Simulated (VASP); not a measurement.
The system is KCl (Sylvite).

```
CELL_PARAMETERS angstrom
0.00000 3.14647 3.14647
3.14647 0.00000 3.14647
3.14647 3.14647 0.00000
ATOMIC_POSITIONS crystal
K 0.00000 0.00000 0.00000
Cl 0.50000 0.50000 0.50000
```

* Program: VASP 6.6.1
* Task: relaxation of cell and atoms
* Functional: PBE
* Potentials or basis: VASP PAW PBE potentials, release 64 (K_sv, Cl)
* Cutoff: 600 eV
* k mesh: 8 × 8 × 8
* Occupations: gaussian, width 0.03 eV
* Spin: no spin polarisation

At the start: pressure 0.8 GPa; volume 31.15 Å³/atom.

Where does the relaxation end?

Over 3 steps the energy falls by 3.5 meV/atom and the volume is 32.57 Å³/atom (+4.6 %); space group Fm-3m (No. 225, to 0.05 Å).

Step by step:
| step | energy change (eV) | largest force (eV/Å) | pressure (GPa) | volume (Å³) |
| --- | --- | --- | --- | --- |
| 1 | 0.0000 | 0.0000 | 0.82 | 62.30 |
| 2 | -0.0053 | 0.0000 | 0.37 | 63.75 |
| 3 | -0.0069 | 0.0000 | 0.00 | 65.15 |

Final structure:
```xyz
2
Lattice="0.0000 3.1937 3.1937 3.1937 0.0000 3.1937 3.1937 3.1937 0.0000" Properties=species:S:1:pos:R:3 pbc="T T T"
K     0.0000    0.0000    0.0000
Cl    3.1937    3.1937    3.1937
```
